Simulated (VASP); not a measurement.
Cu2O (Cuprite): relaxation of the atoms with PBE+D3(BJ)

Cu2O (Cuprite):

```
CELL_PARAMETERS angstrom
4.31672 0.00000 0.00000
0.00000 4.31672 0.00000
0.00000 0.00000 4.31672
ATOMIC_POSITIONS crystal
Cu 0.25000 0.25000 0.25000
Cu 0.25000 0.75000 0.75000
Cu 0.75000 0.75000 0.25000
Cu 0.75000 0.25000 0.75000
O 0.00000 0.00000 0.00000
O 0.50000 0.50000 0.50000
```

The cell isn't the ideal one: a relaxed cell with its volume scaled by 1.04.

| Quantity | Value |
| --- | --- |
| Program | VASP 6.6.1 |
| Task | relaxation of the atoms |
| Functional | PBE |
| Dispersion | D3(BJ) |
| Potentials or basis | VASP PAW PBE potentials, release 64 (Cu, O) |
| Cutoff | 600 eV |
| k mesh | 6 × 6 × 6 |
| Occupations | gaussian, width 0.03 eV |
| Spin | no spin polarisation |
| Further INCAR settings | ALGO = Normal; EDIFF = 1e-07; IBRION = 2; EDIFFG = -0.01; NSW = 40 |

- Pressure after relaxing: -4.3 GPa
- Band gap on the k mesh: 0.45 eV, direct
- Dispersion energy per atom: -0.296 eV

Final structure:
```
CELL_PARAMETERS angstrom
4.31672 0.00000 0.00000
0.00000 4.31672 0.00000
0.00000 0.00000 4.31672
ATOMIC_POSITIONS crystal
Cu 0.25000 0.25000 0.25000
Cu 0.25000 0.75000 0.75000
Cu 0.75000 0.75000 0.25000
Cu 0.75000 0.25000 0.75000
O 0.00000 0.00000 0.00000
O 0.50000 0.50000 0.50000
```

Levels at points of the mesh, in eV from the valence-band top:
| k point | band 25 | band 26 | band 27 | band 28 | band 29 | band 30 | band 31 | band 32 |
| --- | --- | --- | --- | --- | --- | --- | --- | --- |
| (0.00, 0.00, 0.00) | -1.48 | 0.00 | 0.00 | 0.00 | 0.45 | 1.39 | 1.39 | 7.71 |
| (0.50, 0.00, 0.00) | -1.13 | -1.13 | -0.37 | -0.37 | 2.18 | 2.18 | 4.26 | 4.26 |
| (0.50, 0.50, 0.00) | -1.14 | -1.14 | -0.62 | -0.62 | 1.91 | 1.91 | 3.78 | 3.78 |
| (0.50, 0.50, 0.50) | -0.95 | -0.54 | -0.54 | -0.54 | 2.52 | 2.52 | 2.52 | 4.76 |

Wall time 25 s on 2 MPI ranks on Intel(R) Xeon(R) Platinum 8375C CPU @ 2.90GHz (Ice Lake), with other jobs on the host, peak memory 0.23 GiB a rank.

Caveat: the relaxation stopped at its first step, so nothing moved. A k mesh can miss the band edges.
